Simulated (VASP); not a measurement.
**TiSi2 and the effect of the choice of potentials or basis**

```cif
data_structure
_symmetry_space_group_name_H-M 'P 1'
_symmetry_Int_Tables_number 1
_cell_length_a 5.9267
_cell_length_b 4.8869
_cell_length_c 4.7606
_cell_angle_alpha 75.793
_cell_angle_beta 53.067
_cell_angle_gamma 51.140
_cell_volume 83.88
loop_
_atom_site_label
_atom_site_type_symbol
_atom_site_fract_x
_atom_site_fract_y
_atom_site_fract_z
_atom_site_occupancy
Ti1 Ti 0.75000 0.75000 0.75000 1
Ti2 Ti 0.50000 0.50000 0.50000 1
Si1 Si 0.41257 0.08743 0.41257 1
Si2 Si 0.08743 0.41257 0.08743 1
Si3 Si 0.16257 0.83743 0.16257 1
Si4 Si 0.83743 0.16257 0.83743 1
```

The cell is a database's computed one, not the measured one.

Kept alike: task band structure; functional PBE; k mesh 5 × 5 × 5; occupations fermi-dirac, width 0.05 eV; no spin polarisation. Program: VASP, cutoff 600 eV. The mesh is that of the run's cell of 6 atoms. No spin-orbit coupling.

| choice of potentials or basis | pressure (GPa) |
| --- | --- |
| Si, Ti | 1.91 |
| Si, Ti_pv | 2.08 |
| Si, Ti_sv | 2.08 |
| Si_GW, Ti_sv_GW | 1.63 |

Pressure is positive in compression; the values hold the error of the finite cutoff, so their zero can differ a little from the energy's minimum. For a metal such a mesh leaves the last digits unconverged.

**Question.** What does the choice of potentials or basis change here?

**Answer.** The pressure runs from 1.63 (Si_GW, Ti_sv_GW) to 2.08 GPa (Si, Ti_pv; Si, Ti_sv).
